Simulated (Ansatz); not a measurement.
Structures of TiAl$_{3}$: which is lowest?

Plane-wave DFT in Ansatz with scalar-relativistic PAW potentials, cutoff 420 eV, Γ-centred meshes chosen by cell and gap, Gaussian smearing with energies taken to zero width. Every cell was relaxed (cell and atoms) in a run of its own, within the symmetry of its start. Functional: PBEsol.

Relaxed structures (starts from databases or built by putting these elements on another compound's sites):
A. Pmm2, 4 atoms in the computed cell, a = 2.781 Å, b = 4.671 Å, c = 4.893 Å; sites (symmetry × multiplicity) Ti mm2 × 1, Al mm2 × 1 + mm2 × 1 + mm2 × 1; start: database
B. Pm-3m, 4 atoms in the computed cell, a = 3.948 Å; sites (symmetry × multiplicity) Ti m-3m × 1, Al 4/mm.m × 3; start: database
C. I4/mmm, 4 atoms in the computed cell, a = 3.816 Å, c = 8.554 Å; sites (symmetry × multiplicity) Ti 4/mmm × 2, Al -4m2 × 4 + 4/mmm × 2; start: database

Problem. Rank them by energy. Could pressure change the order?

Solution.
| structure | group | E − E(lowest) (meV/atom) | V (Å³/atom) | gap on mesh (eV) |
| --- | --- | --- | --- | --- |
| C | I4/mmm | 0.0 | 15.57 | 0.00 |
| B | Pm-3m | 26.8 | 15.39 | 0.00 |
| A | Pmm2 | 159 | 15.89 | 0.00 |

C is lowest, 27 meV/atom under B. The two lowest differ in volume by under 3 %, too little for a first-order estimate of what pressure does to that pair (other pairs aren't weighed here); with rigid cells even 3 % in favour of the higher one would need about 9 GPa. Other structures may lie lower than all of these, and vibrations aren't counted.